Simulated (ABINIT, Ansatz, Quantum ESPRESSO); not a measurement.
**SrO: the pressure in 3 programs**

The cell as given:

It takes space group Fm-3m (No. 225, cubic). Conventional cell: a = 5.133 Å, b = 5.133 Å, c = 5.133 Å, α = 90.00°, β = 90.00°, γ = 90.00°. Around Sr (site symmetry m-3m) lie 6 O at 2.57 Å. O (site symmetry m-3m) is surrounded by 6 Sr at 2.57 Å.

Kept alike: task relaxation of cell and atoms; functional PBE; k mesh 9 × 9 × 9; occupations fermi-dirac, width 0.05 eV; no spin polarisation. The mesh is that of the run's cell of 2 atoms. No spin-orbit coupling.

- A: ABINIT, JTH PAW PBE v2.0, cutoff 626 eV
- B: Ansatz, all-electron LAPW, scalar-relativistic
- C: Quantum ESPRESSO, SSSP 1.3 efficiency PBE, cutoff 857 eV

| pressure (GPa) | A: volume (Å³/atom) | B: volume (Å³/atom) | C: volume (Å³/atom) |
| --- | --- | --- | --- |
| 0 | 17.501 | 17.523 | 17.488 |
| 5 | 16.601 | 16.628 | 16.598 |
| 10 | 15.911 | 15.934 | 15.907 |
| 20 | 14.857 | 14.882 | 14.863 |

Values hold for each row's relaxed cell, which stops near the pressure aimed at. The runs follow the start's structure, whether or not it is the stable one at these pressures.

How large is the effect of the pressure, and do the programs agree on it?

From 0 to 20 GPa the volume moves by -2.644 in A, -2.641 in B, -2.625 in C (Å³/atom). Row by row the programs differ by 0.025 to 0.035, and over this span the shifts, as printed, agree within about 1 %.
